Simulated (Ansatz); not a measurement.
**I under changes of volume**

One of the cells (40.553 Å³/atom); the others are scaled copies at fixed shape and fractional positions:

```xyz
1
Lattice="0.0000 2.3656 3.9098 2.1922 0.0000 3.9098 2.1922 2.3656 0.0000" Properties=species:S:1:pos:R:3 pbc="T T T"
I     0.0000    0.0000    0.0000
```

| Property | Result |
| --- | --- |
| Program | Ansatz 0.2.0 |
| Functional | LDA |
| Potentials or basis | Ansatz PAW |
| Cutoff | 420 eV (not typed: the program's choice for these potentials) |
| k mesh | 9 × 9 × 9 |
| Occupations | fermi-dirac, width 0.05 eV |
| Spin | spin-orbit coupling, no magnetisation |

```tsv
volume (Å³/atom)	energy over the lowest point (meV/atom)	pressure (GPa)
38.120	0.00	-0.2
38.931	2.70	-0.8
39.742	?	?
40.553	16.33	-1.8
41.364	26.58	-2.2
42.175	38.71	-2.5
42.986	52.47	-2.8
```

**Question.** What does the run at 39.742 Å³/atom give?

**Answer.** Energy over the lowest point 8.26 meV/atom; pressure -1.3 GPa.

Worked out: A Birch-Murnaghan fit of order 3 (a polynomial in V^(-2/3)) to the other rows has its minimum at 37.85 Å³/atom, just outside them, with B0 = V·E''(V) = 32 GPa and B' = 5.4 at fixed shape and positions, which overstates the stiffness. It gives 8.27 meV/atom at 39.742 Å³/atom, against the run's 8.26, and -dE/dV = -1.4 GPa, against -1.3.

Energies are extrapolated to zero smearing.

Caveats: the PAW data sets come from PBE, with cores solved anew for the run's functional, which leaves a small shift of forces and pressure.
